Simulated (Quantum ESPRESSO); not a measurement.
## Fe: magnetism against biaxial strain

Aim: follow moments and order energies of Fe with biaxial strain.

Calculated with Quantum ESPRESSO 7.5; PBE; plane waves with GBRV 1.5 PBE potentials, no spin-orbit coupling.

Report form: the programs' logs are mostly left out.

## 1. Set-up

It takes space group Im-3m (No. 229, cubic). The conventional cell has a = 2.866 Å, b = 2.866 Å, c = 2.866 Å, α = 90.00°, β = 90.00°, γ = 90.00°. Nearest to Fe lie 8 Fe at 2.48 Å.

The lattice constants were typed from memory of published values and not checked against a source.

## 2. Biaxial 0.94, ferro +

Lengths in the Cartesian xy plane scale by the factor; z is kept. Atoms keep their fractional places. Seeded atoms are those given a starting moment.

pw.in

```
&CONTROL
  calculation = 'scf'
  prefix = 'pwscf'
  outdir = './tmp'
  pseudo_dir = './pseudo'
  disk_io = 'nowf'
  tprnfor = .true.
  tstress = .true.
/
&SYSTEM
  ibrav = 0
  celldm(1) = 8
  nat = 1
  ntyp = 1
  ecutwfc = 40
  ecutrho = 280
  nbnd = 15
  occupations = 'smearing'
  smearing = 'fd'
  degauss = 0.00367493
  nspin = 2
  starting_magnetization(1) = 0.175
/
&ELECTRONS
  conv_thr = 2d-09
  electron_maxstep = 150
  mixing_beta = 0.3
/
ATOMIC_SPECIES
Fe     55.8450 fe_pbe_v1.5.uspp.F.UPF
CELL_PARAMETERS alat
  -0.3181873605492    0.3181873605492    0.3384971920736
   0.3181873605492   -0.3181873605492    0.3384971920736
   0.3181873605492    0.3181873605492   -0.3384971920736
ATOMIC_POSITIONS crystal
Fe      0.0000000000    0.0000000000    0.0000000000
K_POINTS automatic
20 20 20 0 0 0
```

On the command line:

```
$ OMP_NUM_THREADS=1 mpirun -n 4 pw.x -nk 4 -in pw.in > pw.out
```

Elapsed: 18 s, on 4 MPI ranks of Arm Neoverse V2, shared host; peak memory 0.29 GiB.

Spin moment in the atom's sphere by atom:

```
atom  spin moment in the atom's sphere (μB)
 Fe1                                   2.12
```

Numbers from this step:

```
smearing term TS       : 0.007073 eV
pressure               : 22.13 GPa
magnetization          : 2.089 μB
absolute magnetization : 2.183 μB
final state            : ferromagnetic
```

## 3. Biaxial 0.94, antiferro q=(1/2,1/2,1/2) +-

The wavevector q is in fractions of the reciprocal vectors of the crystal's primitive cell, as the cells of these inputs are built from it; moments change sign between cells as cos(2π q·R).

pw.in

```
&CONTROL
  calculation = 'scf'
  prefix = 'pwscf'
  outdir = './tmp'
  pseudo_dir = './pseudo'
  disk_io = 'nowf'
  tprnfor = .true.
  tstress = .true.
/
&SYSTEM
  ibrav = 0
  celldm(1) = 8
  nat = 2
  ntyp = 2
  ecutwfc = 40
  ecutrho = 280
  nbnd = 23
  occupations = 'smearing'
  smearing = 'fd'
  degauss = 0.00367493
  nspin = 2
  starting_magnetization(1) = 0.175
  starting_magnetization(2) = -0.175
/
&ELECTRONS
  conv_thr = 4d-09
  electron_maxstep = 150
  mixing_beta = 0.3
/
ATOMIC_SPECIES
Fe1    55.8450 fe_pbe_v1.5.uspp.F.UPF
Fe2    55.8450 fe_pbe_v1.5.uspp.F.UPF
CELL_PARAMETERS alat
  -0.6363747210984    0.6363747210984    0.6769943841472
   0.0000000000000    0.0000000000000    0.6769943841472
   0.0000000000000    0.6363747210984    0.0000000000000
ATOMIC_POSITIONS crystal
Fe1     0.0000000000    0.0000000000    0.0000000000
Fe2     0.5000000000    0.0000000000    0.0000000000
K_POINTS automatic
10 20 20 0 0 0
```

The job ended after 2.6 min (4 MPI ranks; peak memory 0.4 GiB; 10 min of CPU time).

Spin moment in the atom's sphere by atom:

```csv
atom,spin moment in the atom's sphere (μB)
Fe1,0.926
Fe2,-0.927
```

Numbers from this step:

```
smearing term TS       : 0.04365 eV
pressure               : 7.364 GPa
magnetization          : 0 μB
absolute magnetization : 1.928 μB
final state            : antiferromagnetic
```

## 4. Biaxial 0.94, no spin polarisation

pw.in

```
&CONTROL
  calculation = 'scf'
  prefix = 'pwscf'
  outdir = './tmp'
  pseudo_dir = './pseudo'
  disk_io = 'nowf'
  tprnfor = .true.
  tstress = .true.
/
&SYSTEM
  ibrav = 0
  celldm(1) = 8
  nat = 1
  ntyp = 1
  ecutwfc = 40
  ecutrho = 280
  nbnd = 14
  occupations = 'smearing'
  smearing = 'fd'
  degauss = 0.00367493
/
&ELECTRONS
  conv_thr = 2d-09
  electron_maxstep = 150
  mixing_beta = 0.3
/
ATOMIC_SPECIES
Fe     55.8450 fe_pbe_v1.5.uspp.F.UPF
CELL_PARAMETERS alat
  -0.3181873605492    0.3181873605492    0.3384971920736
   0.3181873605492   -0.3181873605492    0.3384971920736
   0.3181873605492    0.3181873605492   -0.3384971920736
ATOMIC_POSITIONS crystal
Fe      0.0000000000    0.0000000000    0.0000000000
K_POINTS automatic
20 20 20 0 0 0
```

Wall time 7.2 s (4 MPI ranks); peak memory 0.24 GiB.

Read from the output:

```
smearing term TS : 0.02532 eV
pressure         : 1.870 GPa
final state      : non-magnetic (no spin polarisation)
```

## 5. Biaxial 1.06, ferro +

Edit pw.in of step 4 so:

```diff
@@ -16,3 +16,3 @@
   ecutrho = 280
-  nbnd = 14
+  nbnd = 15
   occupations = 'smearing'
@@ -20,2 +20,4 @@
   degauss = 0.00367493
+  nspin = 2
+  starting_magnetization(1) = 0.175
 /
@@ -29,5 +31,5 @@
 CELL_PARAMETERS alat
-  -0.3181873605492    0.3181873605492    0.3384971920736
-   0.3181873605492   -0.3181873605492    0.3384971920736
-   0.3181873605492    0.3181873605492   -0.3384971920736
+  -0.3588070235980    0.3588070235980    0.3384971920736
+   0.3588070235980   -0.3588070235980    0.3384971920736
+   0.3588070235980    0.3588070235980   -0.3384971920736
 ATOMIC_POSITIONS crystal
```

It took 19 s on 4 MPI ranks; peak memory 0.32 GiB; 77 s of CPU time.

Numbers from this step:

```
smearing term TS       : 0.008106 eV
pressure               : -15.74 GPa
magnetization          : 2.625 μB
absolute magnetization : 2.8 μB
final state            : ferromagnetic
largest moment         : 2.705 μB
```

## 6. All points

The runs not shown differ from these in the moved quantity alone.

States, by row:

```
biaxial        ferro +  antiferro q=(1/2,1/2,1/2) +-  no spin polarisation
   0.94  ferromagnetic             antiferromagnetic          non-magnetic
  0.955  ferromagnetic             antiferromagnetic          non-magnetic
   0.97  ferromagnetic             antiferromagnetic          non-magnetic
  0.985  ferromagnetic             antiferromagnetic          non-magnetic
      1  ferromagnetic             antiferromagnetic          non-magnetic
  1.015  ferromagnetic             antiferromagnetic          non-magnetic
   1.03  ferromagnetic             antiferromagnetic          non-magnetic
  1.045  ferromagnetic             antiferromagnetic          non-magnetic
   1.06  ferromagnetic             antiferromagnetic          non-magnetic
```

Largest site moment against biaxial:

```csv
biaxial (factor),ferro + (μB),"antiferro q=(1/2,1/2,1/2) +- (μB)"
0.9400,2.12,0.927
0.9550,2.18,1.25
0.9700,2.24,1.46
0.9850,2.29,1.65
1.0000,2.34,1.84
1.0150,2.44,2.04
1.0300,2.57,2.20
1.0450,2.66,2.33
1.0600,2.70,2.44
```

Table of energy less that of the parallel start by biaxial; values in meV a seeded atom:

```
biaxial (factor)  antiferro q=(1/2,1/2,1/2) +-  no spin polarisation
          0.9400                           376                   390
          0.9550                           417                   450
          0.9700                           446                   504
          0.9850                           466                   552
          1.0000                           476                   594
          1.0150                           477                   634
          1.0300                           475                   675
          1.0450                           470                   718
          1.0600                           463                   761
```

Energy over the lowest against biaxial; values in meV an atom:

```csv
biaxial (factor),ferro +,"antiferro q=(1/2,1/2,1/2) +-",no spin polarisation
0.9400,75.6,452,466
0.9550,33.2,450,484
0.9700,8.76,455,513
0.9850,0,466,552
1.0000,5.43,481,600
1.0150,22.2,499,656
1.0300,45.1,520,720
1.0450,73.2,543,791
1.0600,108,570,869
```

## 7. Summary of results

- moment, parallel start: 2.12 to 2.70 μB
- states met from these starts: antiferromagnetic and ferromagnetic

The moment of the parallel start goes from 2.12 μB at 0.94 to 2.70 μB at 1.06. The net moment of the cell goes from 2.09 to 2.62 μB. The radius of the spheres follows the nearest distance, so part of the change of the site moments is the spheres'. The largest moment of the start antiferro q=(1/2,1/2,1/2) +- lies between 0.927 and 2.44 μB. The start antiferro q=(1/2,1/2,1/2) +- lies over the parallel one at every finished point, by 376 to 477 meV a seeded atom.

[Logs and program files are shortened in this print: banners, set-up blocks, solver, clock and traceback lines can be left out without a mark of their own.]

[Logs are printed without paths, hosts, clocks, repeated set-up lines and the standing remarks that a program may print on its own settings, such as how far it seeks lower states.]

[Hosts, paths, dates, database ids (printed as entryN), source tags and the programs' standing remarks are cut or masked in the printed files.]

[Where a cell is said to come from a database of computed structures, the database is the Materials Project.]
